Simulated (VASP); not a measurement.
Here is a VASP 6.6.1 calculation.

The input INCAR:

```
SYSTEM = Ag
ALGO = Normal ; EDIFF = 1E-7
EDIFFG = -0.005 ; ENCUT = 580
GGA = PS ; IBRION = 2
ISIF = 3 ; ISMEAR = 0
LASPH = .True. ; LCHARG = .False.
LREAL = .False. ; LWAVE = .False.
NELM = 100 ; NSW = 90
PREC = Accurate ; SIGMA = 0.1
```

The input KPOINTS:

```
k-points
0
Gamma
  18 18 18
  0 0 0
```

The input POSCAR:

```
Ag
1.0
    0.0000000000      2.0675000000      2.0675000000
    2.0675000000      0.0000000000      2.0675000000
    2.0675000000      2.0675000000      0.0000000000
Ag
1
Direct
    0.0000000000      0.0000000000      0.0000000000
```

Potentials or basis: VASP PAW PBE potentials, release 64 (Ag).

Launch:

```bash
$ cat potpaw_PBE.64/Ag/POTCAR > POTCAR
$ mpirun -np 1 vasp_std > vasp.out
```

Question: What does it give for the relaxed volume?

Answer: 16.63 Å³/atom.

Question: Estimate the space group after relaxing (to 0.05 Å).

Answer: Fm-3m (No. 225).

Question: Predict the band gap on the k mesh.

Answer: None (metal or under the smearing width).

Question: Estimate the relaxed cell.

Answer: a = 2.865 Å, b = 2.865 Å, c = 2.865 Å, α = 60.00°, β = 60.00°, γ = 60.00°.

Final structure:
```yaml
crystal:
  lattice:
    - [0.00000, 2.02599, 2.02599]
    - [2.02599, 0.00000, 2.02599]
    - [2.02599, 2.02599, 0.00000]
  atoms:
    - { symbol: Ag, position: [0.00000, 0.00000, 0.00000] }
```

Caveat: the PAW data sets were made with another functional, which shifts forces and pressure a little.
